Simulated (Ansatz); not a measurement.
Crystal: GaAs.

```xyz
2
Lattice="-1.8808 1.8808 3.0259 1.8808 -1.8808 3.0259 1.8808 1.8808 -3.0259" Properties=species:S:1:pos:R:3 pbc="T T T"
Ga    0.0000    0.0000    0.0000
As    0.0000    0.0000    3.0259
```

The cell was built by a generator and needn't be a form met in nature.

* Program: Ansatz 0.2.0
* Task: relaxation of cell and atoms
* Functional: PBEsol0
* Potentials or basis: Ansatz PAW
* Cutoff: 420 eV (not typed: the program's choice for these potentials)
* k mesh: 5 × 5 × 5
* Occupations: fermi-dirac, width 0.05 eV
* Spin: no spin polarisation

At the start: volume 21.41 Å³/atom.

Problem. How do energy, volume and symmetry change on relaxing?

Solution. It ends after 8 steps and the volume is 18.30 Å³/atom (-14.5 %); space group Fm-3m (No. 225, to 0.05 Å).

The path:
```
step  energy change (eV)  largest force (eV/Å)  volume (Å³)
   1              0.0000                0.0000        42.81
   2             -0.1643                0.0000        39.08
   3             -0.2346                0.0000        36.51
   4             -0.2456                0.0000        35.25
   5             -0.2633                0.0000        36.51
   6             -0.2658                0.0000        36.54
   7             -0.2659                0.0000        36.59
   8             -0.2633                0.0000        36.59
```

Final structure:
```cif
data_structure
_symmetry_space_group_name_H-M 'P 1'
_symmetry_Int_Tables_number 1
_cell_length_a 3.7313
_cell_length_b 3.7313
_cell_length_c 3.7313
_cell_angle_alpha 120.246
_cell_angle_beta 120.246
_cell_angle_gamma 89.574
_cell_volume 36.59
loop_
_atom_site_label
_atom_site_type_symbol
_atom_site_fract_x
_atom_site_fract_y
_atom_site_fract_z
_atom_site_occupancy
Ga1 Ga 0.00000 0.00000 0.00000 1
As1 As 0.50000 0.50000 0.00000 1
```

Caveat: the k mesh is coarse (spacing up to 0.47 Å⁻¹), so the values aren't converged, least of all with exact exchange; the plane-wave basis is chosen anew once the cell has moved, so the energies of steps on either side of that aren't comparable; the PAW data sets come from PBE, with cores solved anew for the run's functional, which leaves a small shift of forces and pressure.
